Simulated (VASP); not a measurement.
# InP (F-43m) in VASP: a series of runs, part 2 of 3

VASP 6.6.1. Earlier steps stand in the parts before.

**3. Dielectric tensor, PBE**

Input file INCAR:

```
SYSTEM = InP
PREC = Accurate
ENCUT = 400
EDIFF = 1E-8
ISMEAR = 0
SIGMA = 0.01
LREAL = .False.
LASPH = .True.
NELM = 100
ALGO = Normal
ISIF = 2
LWAVE = .False.
LCHARG = .False.
GGA = PE
LEPSILON = .True.
```

Input file KPOINTS:

```
regular mesh
0
Gamma
  9 9 9
  0 0 0
```

Input file POSCAR:

```
InP
1.0
    0.0000000000      2.9305000000      2.9305000000
    2.9305000000      0.0000000000      2.9305000000
    2.9305000000      2.9305000000      0.0000000000
In P
1 1
Direct
    0.0000000000      0.0000000000      0.0000000000
    0.7500000000      0.7500000000      0.7500000000
```

Potentials or basis: VASP PAW PBE potentials, release 64 (In_d, P).

On the command line:

```console
cat potpaw_PBE.64/In_d/POTCAR potpaw_PBE.64/P/POTCAR > POTCAR
mpirun -np 1 vasp_std > vasp.out
```

OUTCAR:

```text
SYSTEM = InP
   PREC = Accurate
   ENCUT = 400
   EDIFF = 1E-8
   ISMEAR = 0
   LREAL = .False.
   LASPH = .True.
   NELM = 100
   ISIF = 2
   GGA = PE
   LEPSILON = .True.

 Found     35 irreducible k-points:

 Following reciprocal coordinates:
            Coordinates               Weight
  0.000000  0.000000  0.000000      1.000000
  0.111111  0.000000  0.000000      8.000000
  0.222222  0.000000  0.000000      8.000000
  0.333333  0.000000  0.000000      8.000000
  0.444444  0.000000  0.000000      8.000000
  0.111111  0.111111  0.000000      6.000000
   k-points           NKPTS =     35   k-points in BZ     NKDIM =     35   number of bands    NBANDS=     13
   number of dos      NEDOS =    301   number of ions     NIONS =      2
   total plane-waves  NPLWV =  21952
   dimension x,y,z NGX =    28 NGY =   28 NGZ =   28
   dimension x,y,z NGXF=    56 NGYF=   56 NGZF=   56
   ions per type =               1   1
   NGX,Y,Z   is equivalent  to a cutoff of  11.23, 11.23, 11.23 a.u.
   NGXF,Y,Z  is equivalent  to a cutoff of  22.46, 22.46, 22.46 a.u.
 SYSTEM =  InP
   PREC   = accura    normal or accurate (medium, high low for compatibility)
   ISTART =      0    job   : 0-new  1-cont  2-samecut
   ICHARG =      2    charge: 1-file 2-atom 10-const
   ISPIN  =      1    spin polarized calculation?
   LNONCOLLINEAR =      F non collinear calculations
   LSORBIT =      F    spin-orbit coupling
   LASPH  =      T    aspherical Exc in radial PAW
   ENCUT  =  400.0 eV  29.40 Ry    5.42 a.u.   6.76  6.76  6.76*2*pi/ulx,y,z
   NELM   =    100;   NELMIN=  2; NELMDL= -5     # of ELM steps
   EDIFF  = 0.1E-07   stopping-criterion for ELM
   LREAL  =      F    real-space projection
   EDIFFG = 0.1E-06   stopping-criterion for IOM
   NSW    =      0    number of steps for IOM
   IBRION =     -1    ionic relax: 0-MD 1-quasi-New 2-CG
   NFREE  =      0    steps in history (QN), initial steepest desc. (CG)
   ISIF   =      2    stress and relaxation
   ISYM   =      2    0-nonsym 1-usesym 2-fastsym
   POTIM  = 0.5000    time-step for ionic-motion
   TEBEG  =    0.0;   TEEND  =   0.0 temperature during run
   PSTRESS=    0.0 pullay stress
   NELECT =      18.0000    total number of electrons
   NUPDOWN=      -1.0000    fix difference up-down
   EMIN   =  10.00;   EMAX   =-10.00  energy-range for DOS
   EFERMI =   0.00;   METHOD = LEGACY
   ISMEAR =     0;   SIGMA  =   0.01  broadening in eV -4-tet -1-fermi 0-gaus
   EFERMI_NEDOS =   21; number of points for ismear=-14 and -15
   IALGO  =     38    algorithm
   IMIX   =      4    mixing-type and parameters
     AMIX     =   0.40;   BMIX     =  1.00
     AMIX_MAG =   1.60;   BMIX_MAG =  1.00
  volume/ion in A,a.u.               =      25.17       169.83
  Fermi-wavevector in a.u.,A,eV,Ry     =   1.162021  2.195901 18.371846  1.350293
  Thomas-Fermi vector in A             =   2.298587
   LORBIT       =      0    0 simple, 1 ext, 2 COOP (PROOUT), +10 PAW based schemes
   GGA     = PE    functional components
   LHFCALC =     F    Hartree Fock is set to
   AEXX    =    0.0000 exact exchange contribution
   IVDW    =     0    specifies the selected vdW correction
   LEPSILON=     T    determine dielectric tensor
   LRPA    =     F    only Hartree local field effects (RPA)
 non-spin polarized calculation
 Gauss-broadening in eV      SIGMA  =   0.01
  energy-cutoff  :      400.00
[... 110 lines left out ...]

 [... further k-points ...]

  FORCE on cell =-STRESS in cart. coord.  units (eV):
  Direction    XX          YY          ZZ          XY          YZ          ZX
  --------------------------------------------------------------------------------------
  -------------------------------------------------------------------------------------
  Total        1.0281514      1.0281514      1.0281514     -0.0000000     -0.0000000     -0.0000000
  in kB       32.7274727     32.7274727     32.7274727     -0.0000000     -0.0000000     -0.0000000
  external PRESSURE =      32.7274727 kB  Pullay stress =       0.0000000 kB

 VOLUME and BASIS-vectors are now :
 -----------------------------------------------------------------------------
  energy-cutoff  :      400.00
  volume of cell :       50.33
      direct lattice vectors                 reciprocal lattice vectors
     0.000000000  2.930500000  2.930500000    -0.170619348  0.170619348  0.170619348
     2.930500000  0.000000000  2.930500000     0.170619348 -0.170619348  0.170619348
     2.930500000  2.930500000  0.000000000     0.170619348  0.170619348 -0.170619348

 POSITION                                       TOTAL-FORCE (eV/Angst)
 -----------------------------------------------------------------------------------
      0.00000      0.00000      0.00000        -0.000000     -0.000000     -0.000000
      4.39575      4.39575      4.39575         0.000000      0.000000      0.000000
 -----------------------------------------------------------------------------------
    total drift:                               -0.000000     -0.000000      0.000000

  FREE ENERGIE OF THE ION-ELECTRON SYSTEM (eV)
  ---------------------------------------------------
  free  energy   TOTEN  =        -8.3819409870 eV

  energy  without entropy=       -8.3819409870  energy(sigma->0) =       -8.38194099

 HEAD OF MICROSCOPIC STATIC DIELECTRIC TENSOR (INDEPENDENT PARTICLE, excluding Hartree and local field effects)
 ------------------------------------------------------
          13.791003    -0.000000     0.000000
           0.000000    13.791003     0.000000
          -0.000000    -0.000000    13.791003
 ------------------------------------------------------

 Free energy of the ion-electron system (eV)
  ---------------------------------------------------
  ---------------------------------------------------
  free energy    TOTEN  =        -1.83813779 eV

  energy without entropy =       -1.83813779

------------------------ aborting loop because EDIFF is reached ----------------------------------------

--------------------------------------- Ionic step        2  -------------------------------------------

------------------------ aborting loop because EDIFF is reached ----------------------------------------

--------------------------------------- Ionic step        3  -------------------------------------------

 Free energy of the ion-electron system (eV)
  ---------------------------------------------------
  ---------------------------------------------------
  free energy    TOTEN  =        -1.83813939 eV

  energy without entropy =       -1.83813939

------------------------ aborting loop because EDIFF is reached ----------------------------------------

 PIEZOELECTRIC TENSOR FIELD DIRECTION 3  (e Angst)
 -----------------------------------------------------------------------------
    -0.00060  2.64601  0.00000           (  0.00000  0.03007  0.00000)
     2.64601 -0.00060  0.00000           (  0.03007  0.00000  0.00000)
     0.00000  0.00000 -0.00116           (  0.00000  0.00000 -0.00000)

 PIEZOELECTRIC TENSOR FIELD DIRECTION 3  (C/m^2)
 -----------------------------------------------------------------------------
    -0.00019  0.84226  0.00000
     0.84226 -0.00019  0.00000
     0.00000  0.00000 -0.00037

 MACROSCOPIC STATIC DIELECTRIC TENSOR (including local field effects in DFT)
 ------------------------------------------------------
          13.352821    -0.000000     0.000000
           0.000000    13.352821     0.000000
          -0.000000     0.000000    13.352821
 ------------------------------------------------------

 PIEZOELECTRIC TENSOR (including local field effects)  for field in x, y, z        (e  Angst)
          XX          YY          ZZ          XY          YZ          ZX
  --------------------------------------------------------------------------------
  x    -0.00000    -0.00000    -0.00000     0.00000     2.65528     0.00000
  y     0.00000     0.00000     0.00000     0.00000     0.00000     2.65528
  z     0.00000     0.00000    -0.00000     2.65528     0.00000     0.00000

 PIEZOELECTRIC TENSOR (including local field effects)  for field in x, y, z        (C/m^2)
          XX          YY          ZZ          XY          YZ          ZX
  --------------------------------------------------------------------------------
  x    -0.00000    -0.00000    -0.00000     0.00000     0.84521     0.00000
  y     0.00000     0.00000     0.00000     0.00000     0.00000     0.84521
  z     0.00000     0.00000    -0.00000     0.84521     0.00000     0.00000

 BORN EFFECTIVE CHARGES (including local field effects) (in |e|, cummulative output)
 ---------------------------------------------------------------------------------
 ion    1
    1     2.60172    -0.00000     0.00000
    2     0.00000     2.60172     0.00000
    3    -0.00000    -0.00000     2.60172
 ion    2
    1    -2.60172     0.00000    -0.00000
    2    -0.00000    -2.60172    -0.00000
    3     0.00000     0.00000    -2.60172
```

OSZICAR:

```text
N       E                     dE             d eps       ncg     rms          rms(c)
DAV:   1     0.102669195349E+03    0.10267E+03   -0.74582E+03   920   0.130E+03
DAV:   2    -0.133388545657E+01   -0.10400E+03   -0.10086E+03   955   0.300E+02
DAV:   3    -0.859968759766E+01   -0.72658E+01   -0.72231E+01  1180   0.861E+01
DAV:   4    -0.879395053047E+01   -0.19426E+00   -0.19418E+00  1127   0.158E+01
[... 12 lines left out ...]
RMM:  12    -0.183814770940E+01    0.26668E-05    0.23474E-06  6656   0.838E-04    0.417E-04
RMM:  13    -0.183813826382E+01    0.94456E-05    0.40932E-06  5711   0.365E-04    0.132E-04
RMM:  14    -0.183813931890E+01   -0.10551E-05    0.12027E-06  4628   0.165E-04    0.426E-05
RMM:  15    -0.183813909838E+01    0.22052E-06   -0.54958E-08  2970   0.930E-05    0.344E-05
RMM:  16    -0.183813939011E+01   -0.29172E-06   -0.47679E-09  1897   0.732E-05    0.559E-06
```

stdout:

```text
POSCAR found type information on POSCAR InP
 POSCAR found :  2 types and       2 ions
 scaLAPACK will be used
 LDA part: xc-table for (Slater+PW92), standard interpolation
 POSCAR, INCAR and KPOINTS ok, starting setup
 FFT: planning ... GRIDC
 FFT: planning ... GRID_SOFT
 FFT: planning ... GRID
 WAVECAR not read
 entering main loop
 Linear response reoptimize wavefunctions to high precision
 Linear response G [H, r] |phi>, progress :
  Direction:   1
 Linear response G [H, r] |phi>, progress :
  Direction:   2
 Linear response G [H, r] |phi>, progress :
  Direction:   3
 Linear response to external field (no local field effect), progress :
  Direction:   1
 dielectric tensor                  component  1 :    15.804     6.890     1.704
 Linear response to external field (no local field effect), progress :
  Direction:   2
 dielectric tensor                  component  2 :     6.890    16.444    -2.185
 Linear response to external field (no local field effect), progress :
  Direction:   3
 dielectric tensor                  component  3 :     1.710    -2.186     9.126
 Linear response to external field, progress :
  Direction:   1
 dielectric tensor                  component  1 :    13.353     3.191     1.450
 Linear response to external field, progress :
  Direction:   2
 dielectric tensor                  component  2 :     3.064    13.353     1.251
 Linear response to external field, progress :
  Direction:   3
 dielectric tensor                  component  3 :     2.454     2.185    13.353
 Born effective charges drift removed
```

Run time: 2.8 min. Hardware: 1 thread of Intel Xeon 6975P-C (Granite Rapids), shared host; peak memory 0.28 GiB.

The run converged, but some of its settings lie outside the range that counts as converged, so its numbers aren't taken as properties of the crystal.

What came out:

* Band gap on the k mesh: 0.71 eV, direct
* Electronic dielectric tensor (diagonal): 13.35
* Born charges (mean of the diagonal): In +2.60; P -2.60 e

Caveat: spin-orbit coupling is left out, which moves the levels of the heavy elements.

**4. Dielectric tensor, PBE**

Changes to INCAR since step 3:

```diff
@@ -2,3 +2,3 @@
 PREC = Accurate
-ENCUT = 400
+ENCUT = 600
 EDIFF = 1E-8
```

Input file KPOINTS:

```
regular mesh
0
Gamma
  8 8 8
  0 0 0
```

POSCAR is that of step 3.

Potentials or basis: VASP PAW PBE potentials, release 64 (In_d, P).

On the command line:

```console
cat potpaw_PBE.64/In_d/POTCAR potpaw_PBE.64/P/POTCAR > POTCAR
mpirun -np 1 vasp_std > vasp.out
```

OUTCAR:

```text
SYSTEM = InP
   PREC = Accurate
   ENCUT = 600
   EDIFF = 1E-8
   ISMEAR = 0
   LREAL = .False.
   LASPH = .True.
   NELM = 100
   ISIF = 2
   GGA = PE
   LEPSILON = .True.

 Found     29 irreducible k-points:

 Following reciprocal coordinates:
            Coordinates               Weight
  0.000000  0.000000  0.000000      1.000000
  0.125000  0.000000  0.000000      8.000000
  0.250000  0.000000  0.000000      8.000000
  0.375000  0.000000  0.000000      8.000000
  0.500000  0.000000  0.000000      4.000000
  0.125000  0.125000  0.000000      6.000000
   k-points           NKPTS =     29   k-points in BZ     NKDIM =     29   number of bands    NBANDS=     13
   number of dos      NEDOS =    301   number of ions     NIONS =      2
   total plane-waves  NPLWV =  46656
   dimension x,y,z NGX =    36 NGY =   36 NGZ =   36
   dimension x,y,z NGXF=    72 NGYF=   72 NGZF=   72
   ions per type =               1   1
   NGX,Y,Z   is equivalent  to a cutoff of  14.44, 14.44, 14.44 a.u.
   NGXF,Y,Z  is equivalent  to a cutoff of  28.88, 28.88, 28.88 a.u.
 SYSTEM =  InP
   PREC   = accura    normal or accurate (medium, high low for compatibility)
   ISTART =      0    job   : 0-new  1-cont  2-samecut
   ICHARG =      2    charge: 1-file 2-atom 10-const
   ISPIN  =      1    spin polarized calculation?
   LNONCOLLINEAR =      F non collinear calculations
   LSORBIT =      F    spin-orbit coupling
   LASPH  =      T    aspherical Exc in radial PAW
   ENCUT  =  600.0 eV  44.10 Ry    6.64 a.u.   8.28  8.28  8.28*2*pi/ulx,y,z
   NELM   =    100;   NELMIN=  2; NELMDL= -5     # of ELM steps
   EDIFF  = 0.1E-07   stopping-criterion for ELM
   LREAL  =      F    real-space projection
   EDIFFG = 0.1E-06   stopping-criterion for IOM
   NSW    =      0    number of steps for IOM
   IBRION =     -1    ionic relax: 0-MD 1-quasi-New 2-CG
   NFREE  =      0    steps in history (QN), initial steepest desc. (CG)
   ISIF   =      2    stress and relaxation
   ISYM   =      2    0-nonsym 1-usesym 2-fastsym
   POTIM  = 0.5000    time-step for ionic-motion
   TEBEG  =    0.0;   TEEND  =   0.0 temperature during run
[... 171 lines left out ...]
           0.000000    15.047100     0.000000
           0.000000    -0.000000    15.047100
 ------------------------------------------------------

 Free energy of the ion-electron system (eV)
  ---------------------------------------------------
  ---------------------------------------------------
  free energy    TOTEN  =        -2.02371830 eV

  energy without entropy =       -2.02371830

------------------------ aborting loop because EDIFF is reached ----------------------------------------

--------------------------------------- Ionic step        2  -------------------------------------------

------------------------ aborting loop because EDIFF is reached ----------------------------------------

--------------------------------------- Ionic step        3  -------------------------------------------

 Free energy of the ion-electron system (eV)
  ---------------------------------------------------
  ---------------------------------------------------
  free energy    TOTEN  =        -2.02371902 eV

  energy without entropy =       -2.02371902

------------------------ aborting loop because EDIFF is reached ----------------------------------------

 PIEZOELECTRIC TENSOR FIELD DIRECTION 3  (e Angst)
 -----------------------------------------------------------------------------
    -0.00056  2.71460  0.00000           (  0.00000  0.03048  0.00000)
     2.71460 -0.00056  0.00000           (  0.03048  0.00000  0.00000)
     0.00000  0.00000 -0.00100           (  0.00000  0.00000 -0.00000)

 PIEZOELECTRIC TENSOR FIELD DIRECTION 3  (C/m^2)
 -----------------------------------------------------------------------------
    -0.00018  0.86409  0.00000
     0.86409 -0.00018  0.00000
     0.00000  0.00000 -0.00032

 MACROSCOPIC STATIC DIELECTRIC TENSOR (including local field effects in DFT)
 ------------------------------------------------------
          14.633965     0.000000    -0.000000
           0.000000    14.633965     0.000000
          -0.000000     0.000000    14.633965
 ------------------------------------------------------

 PIEZOELECTRIC TENSOR (including local field effects)  for field in x, y, z        (e  Angst)
          XX          YY          ZZ          XY          YZ          ZX
  --------------------------------------------------------------------------------
  x     0.00000     0.00000    -0.00000     0.00000     2.72392     0.00000
  y     0.00000     0.00000     0.00000     0.00000     0.00000     2.72392
  z     0.00000     0.00000    -0.00000     2.72392     0.00000     0.00000

 PIEZOELECTRIC TENSOR (including local field effects)  for field in x, y, z        (C/m^2)
          XX          YY          ZZ          XY          YZ          ZX
  --------------------------------------------------------------------------------
  x     0.00000     0.00000    -0.00000     0.00000     0.86706     0.00000
  y     0.00000     0.00000     0.00000     0.00000     0.00000     0.86706
  z     0.00000     0.00000    -0.00000     0.86706     0.00000     0.00000

 BORN EFFECTIVE CHARGES (including local field effects) (in |e|, cummulative output)
 ---------------------------------------------------------------------------------
 ion    1
    1     2.63966     0.00000    -0.00000
    2     0.00000     2.63966     0.00000
    3    -0.00000    -0.00000     2.63966
 ion    2
    1    -2.63966    -0.00000     0.00000
    2     0.00000    -2.63966    -0.00000
    3     0.00000     0.00000    -2.63966
```

OSZICAR:

```text
N       E                     dE             d eps       ncg     rms          rms(c)
[... 13 lines left out ...]
RMM:  10    -0.202374722309E+01    0.36161E-04    0.16687E-06  4947   0.394E-03    0.225E-03
RMM:  11    -0.202372975610E+01    0.17467E-04   -0.10036E-05  4562   0.182E-03    0.130E-03
RMM:  12    -0.202372731756E+01    0.24385E-05    0.18237E-06  5078   0.731E-04    0.258E-04
RMM:  13    -0.202371870391E+01    0.86137E-05   -0.28349E-07  4211   0.347E-04    0.197E-04
RMM:  14    -0.202371852793E+01    0.17597E-06    0.14306E-06  3524   0.144E-04    0.248E-05
RMM:  15    -0.202371878861E+01   -0.26067E-06   -0.21344E-08  2057   0.783E-05    0.124E-05
RMM:  16    -0.202371889641E+01   -0.10781E-06   -0.15590E-08  1181   0.574E-05    0.101E-05
RMM:  17    -0.202371901934E+01   -0.12293E-06   -0.17659E-08   876   0.534E-05    0.808E-06
```

It took 3.8 min on 1 thread of Intel Xeon 6975P-C (Granite Rapids), shared host; peak memory 0.39 GiB.

The run converged, but some of its settings lie outside the range that counts as converged, so its numbers aren't taken as properties of the crystal.

Results:

* Band gap on the k mesh: 0.71 eV, direct
* Electronic dielectric tensor (diagonal): 14.63
* Born charges (mean of the diagonal): In +2.64; P -2.64 e

Caveat: spin-orbit coupling is left out, which moves the levels of the heavy elements.

[end of part 2 of 3]
